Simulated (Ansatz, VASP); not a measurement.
## One calculation of As, two programs

```xyz
2
Lattice="3.0533 0.0000 0.0000 -1.5266 2.6442 0.0000 0.0000 0.0000 4.7628" Properties=species:S:1:pos:R:3 pbc="T T T"
As    0.0000    1.7628    1.1907
As    1.5266    0.8814    3.5721
```

Alike in both runs: functional PBE; k mesh 16 × 16 × 9; occupations fermi-dirac, width 0.05 eV; no spin polarisation.

Ansatz relaxed the structure, and its values are those at the end. VASP's run is a single point on that final structure, the one shown.

|  | VASP | Ansatz |
| --- | --- | --- |
| version | VASP 6.6.1 | Ansatz 0.2.0 |
| potentials or method | VASP PAW PBE potentials, release 64 (As) | PAW with Ansatz's default frozen-core files, scalar-relativistic |
| plane-wave cutoff (eV) | 520 | 420 |
| valence electrons in the cell | 10 | 30 |

Ansatz gave:

* pressure (GPa): 0.0

Task: Which values does VASP return?

Result: Pressure (GPa): 0.1.

With one functional, cell and mesh, what is left measures potentials, basis and numerics. The two sets of potentials don't hold the same shells in valence.
